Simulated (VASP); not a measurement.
**CdSe in VASP: one cell, several levels of theory**

An exercise on one series of results from a longer session: the logs are not shown, and one member is left open.

Code: VASP 6.6.1. PAW datasets, plane waves. (Simulation; spin polarisation is off.)

## The cell

The cell comes from an earlier relaxation with r2SCAN in another program.

The symmetry is F-43m (No. 216, cubic); a = 6.136 Å in the conventional setting, 28.87 Å³ an atom. Around Cd lie 4 Se at 2.66 Å; around Se lie 4 Cd at 2.66 Å.

The structure in full:

```cif
data_structure
_symmetry_space_group_name_H-M 'P 1'
_symmetry_Int_Tables_number 1
_cell_length_a 4.3385
_cell_length_b 4.3385
_cell_length_c 4.3385
_cell_angle_alpha 60.000
_cell_angle_beta 60.000
_cell_angle_gamma 60.000
_cell_volume 57.74
loop_
_atom_site_label
_atom_site_type_symbol
_atom_site_fract_x
_atom_site_fract_y
_atom_site_fract_z
_atom_site_occupancy
Cd1 Cd 0.00000 0.00000 0.00000 1
Se1 Se 0.25000 0.25000 0.25000 1
```

Set-up of the first run:

The input, INCAR:

```
ENCUT = 520.000000
SIGMA = 0.020000
EDIFF = 1.00e-07
GGA = PE
PREC = Accurate
IBRION = -1
ISIF = 2
ISMEAR = -1
NBANDS = 16
NELM = 120
NSW = 0
LASPH = .TRUE.
LCHARG = .TRUE.
LELF = .TRUE.
LWAVE = .FALSE.
LREAL = .FALSE.
```

The input, KPOINTS:

```
KPOINTS created by Atomic Simulation Environment
0
Gamma
8 8 8
0 0 0
```

The input, KPOINTS_OPT:

```
special points
6
Reciprocal
0.0000000000 0.0000000000 0.0000000000 1
0.5000000000 0.0000000000 0.5000000000 1
0.5000000000 0.2500000000 0.7500000000 1
0.3750000000 0.3750000000 0.7500000000 1
0.5000000000 0.5000000000 0.5000000000 1
0.6250000000 0.2500000000 0.6250000000 1
```

The input, POSCAR:

```
Cd Se
 1.0000000000000000
    -0.0000000000000000    3.0677809653893693    3.0677809653893693
     3.0677809653893693    0.0000000000000000    3.0677809653893693
     3.0677809653893693    3.0677809653893693    0.0000000000000000
 Cd  Se
   1   1
Cartesian
  0.0000000000000000  0.0000000000000000  0.0000000000000000
  1.5338904826946846  1.5338904826946846  1.5338904826946846
```

Potentials: the recommended PBE PAW datasets, 18 valence electrons in the neutral cell.

Command:

```
> mpirun -np 1 vasp_std
```

Steps of the session up to this table: PBE at this geometry; r2SCAN; LDA; PBEsol; PBE+SOC at this geometry.

One of the session's tables, all rows but one given; the rest of the session is left out.

```
  level  gap (eV)  Ansatz: gap (eV)
    PBE      0.55              0.56
 r2SCAN         ?                 ?
    LDA      0.31              0.28
 PBEsol      0.43              0.43
PBE+SOC      0.44              0.44
```

Q: Estimate the row for r2SCAN from the others.

As computed: gap (eV): 1.03; Ansatz: gap (eV): 1.04. In the column «gap (eV)» it is the highest.

**Reading.** The gap runs from 0.31 eV (LDA) to 1.03 eV (r2SCAN). Spin-orbit coupling changes the PBE gap by -0.11 eV. Leaving spin-orbit runs aside: The pressure is highest with PBE (1.7 GPa) and lowest with LDA (-2.8 GPa), which orders the cells that they would relax to. The two programs agree on the gap within 0.04 eV, far less than the spread between functionals. The two codes have different PAW datasets and cutoffs. VASP's cell holds 18 valence electrons and Ansatz's 36. LDA means the Perdew–Zunger form in VASP and the Perdew–Wang form in Ansatz.
